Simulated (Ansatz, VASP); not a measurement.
## One calculation of Be, two programs

File INCAR:

```
ALGO     = Normal         # electronic algorithm
EDIFF    = 1E-6           # SCF threshold, eV
ENCUT    = 520            # plane-wave cutoff, eV
GGA      = PE             # functional
ISIF     = 2              # what is computed and relaxed
ISMEAR   = 0              # smearing method
LASPH    = T              # aspherical terms in the spheres
LCHARG   = F              # write CHGCAR
LREAL    = F              # projectors in reciprocal space
LWAVE    = F              # write WAVECAR
NBANDS   = 9              # bands
NELM     = 60             # most SCF steps
PREC     = Accurate       # precision mode
SIGMA    = 0.15           # smearing width, eV
```

KPOINTS

```
k-points
0
Gamma
  24 24 14
```

File POSCAR:

```
Be
1.0
    2.3569895345      0.0000000000      0.0000000000
   -1.1784947673      2.0412128133      0.0000000000
    0.0000000000      0.0000000000      3.5108775000
Be
2
Direct
    0.3333333333      0.6666666667      0.2500000000
    0.6666666667      0.3333333333      0.7500000000
```

Input for Ansatz:

```yaml
crystal:
  lattice:
    - [2.3569895345, 0.0, 0.0]
    - [-1.1784947673, 2.0412128133, 0.0]
    - [0.0, 0.0, 3.5108775]
  atoms:
    - { symbol: Be, position: [0.3333333333, 0.6666666667, 0.25] }
    - { symbol: Be, position: [0.6666666667, 0.3333333333, 0.75] }
basis:
  ecutwfc: 420
kpoints:
  mp_grid: { grid: [24, 24, 14] }
hamiltonian:
  xc: pbe
scf:
  occupations: { method: gaussian, width: 0.15 }
output:
  forces: true
  stress: true
  eigenvalues: true
```

Change from the starting cell: strain +0.025 along x and y, -0.025 along z, atoms carried along.

Alike in both runs: task single point; functional PBE; k mesh 24 × 24 × 14; occupations gaussian, width 0.15 eV; no spin polarisation.

|  | VASP | Ansatz |
| --- | --- | --- |
| version | VASP 6.6.1 | Ansatz 0.2.0 |
| potentials or method | VASP PAW PBE potentials, release 64 (Be) | scalar-relativistic, plane waves, PAW |
| plane-wave cutoff (eV) | 520 | 420 |
| valence electrons in the cell | 4 | 4 |

```csv
,VASP,Ansatz,Ansatz less VASP
gap on the k mesh at the Fermi level (eV),none,none,-
pressure (GPa),-6.2,-6.4,-0.13
largest component of the traceless stress (GPa),9.46,9.43,-0.037
```

A gap of «none» marks a metal or a gap that the smearing closes. With one functional, cell and mesh, what is left measures potentials, basis and numerics.
